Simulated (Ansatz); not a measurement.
# Titanium, omega (AlB2-type) under PBE: from relaxation to bulk modulus

What does PBE give for titanium in the omega (AlB2-type) structure? We relax it, solve it on a dense k-mesh, then scale the cell to 7 volumes from 88 to 112 % of the relaxed one and try a fit of the equation of state. The start is ferromagnetic. The k-meshes are 8×8×11 for the relaxation; 11×11×15 for the dense run; 9×9×13 for the volumes.

Computed with Ansatz 0.2.0 (DFT PBE, plane waves (420 eV) with PAW, scalar-relativistic, unless a step says otherwise).

### Step 1. The system as given

Symmetry: P6/mmm, No. 191, hexagonal system. The conventional cell has a = 4.638 Å, b = 4.638 Å, c = 2.843 Å, α = 90.00°, β = 90.00°, γ = 120.00°. Ti (site symmetry 6/mmm) is surrounded by 14 Ti at 2.84 to 3.03 Å. Ti (site symmetry -6m2) is surrounded by 11 Ti at 2.68 to 3.03 Å.

Coordinates:

```cif
data_structure
_symmetry_space_group_name_H-M 'P6/mmm'
_symmetry_Int_Tables_number 191
_cell_length_a 4.6383
_cell_length_b 4.6383
_cell_length_c 2.8433
_cell_angle_alpha 90.000
_cell_angle_beta 90.000
_cell_angle_gamma 120.000
_cell_volume 52.97
loop_
_atom_site_label
_atom_site_type_symbol
_atom_site_symmetry_multiplicity
_atom_site_Wyckoff_symbol
_atom_site_fract_x
_atom_site_fract_y
_atom_site_fract_z
_atom_site_occupancy
Ti1 Ti 1 a 0.00000 0.00000 0.00000 1
Ti2 Ti 2 d 0.33333 0.66667 0.50000 1
```

The atoms start with moments of +1 ×3 μB.

### Step 2. Geometry optimisation

Contents of input.yaml:

```yaml
crystal:
  lattice:
    - [4.6382998794, 0.0, 0.0]
    - [-2.3191499397, 4.0168855259, 0.0]
    - [0.0, 0.0, 2.8432778261]
  atoms:
    - { symbol: Ti, position: [0.0, 0.0, 0.0], spin: 1.0 }
    - { symbol: Ti, position: [0.3333333333, 0.6666666667, 0.5], spin: 1.0 }
    - { symbol: Ti, position: [0.6666666667, 0.3333333333, 0.5], spin: 1.0 }
hamiltonian:
  xc: pbe
  pseudopotentials:
    kind: paw
    azcp:
      Ti: "pseudopotentials/Ti.paw.azcp"
basis:
  ecutwfc: 420
  fft_grid_basis: typed
kpoints:
  mp_grid: { grid: [8, 8, 11], shift: [0, 0, 0] }
magnetization:
  spin_polarized: true
scf:
  occupations: { method: fermi_dirac, width: 0.05 }
relax:
  max_steps: 60
  f_tol: 0.01
  cell: {}
output:
  write_density: true
  write_potential: true
  elf: true
  volumetric_format: npy
```

Started as:

```console
ansatz run input.yaml --threads 2 --pin off --max-ram 6144MiB --backend cpu --events-out ev --progress --plain --runs-dir out
```

Further steps of the session: The energy on a finer k-mesh; Volume × 0.88; Volume × 0.92; Volume × 0.96; Volume × 1.0; Volume × 1.04; Volume × 1.08; Volume × 1.12.

Before running it: what results should come out? Wanted: space group; conventional cell; volume; shortest distance; gap on the mesh; magnetic state; relative to hcp; V₀, B₀, B₀′.

**Answer**, as computed:

```
                      quantity                                   value
space group (spins left aside)                        P6/mmm (No. 191)
             conventional cell  a = 4.580 Å, c = 2.830 Å (c/a = 0.618)
                        volume                          17.142 Å³/atom
             shortest distance                                 2.644 Å
               gap on the mesh            none (levels filled in part)
                magnetic state                            non-magnetic
               relative to hcp                             -5 meV/atom
                   V₀, B₀, B₀′            17.147 Å³/atom, 112 GPa, 3.6
```

In words: From the guessed start the volume shrank by 2.9 % in 5 steps. It lies 5 meV/atom below the element's reference form at the same level (hcp, from a run of its own), so this level prefers it, against what is seen in nature. The moments die out: the run ends non-magnetic. Levels at the Fermi energy are filled in part, as in a metal. B₀ comes out at 112 GPa; letting shape and positions relax at each volume could only lower it. The symmetry was held, so the structure may be unstable against distortions that break it.
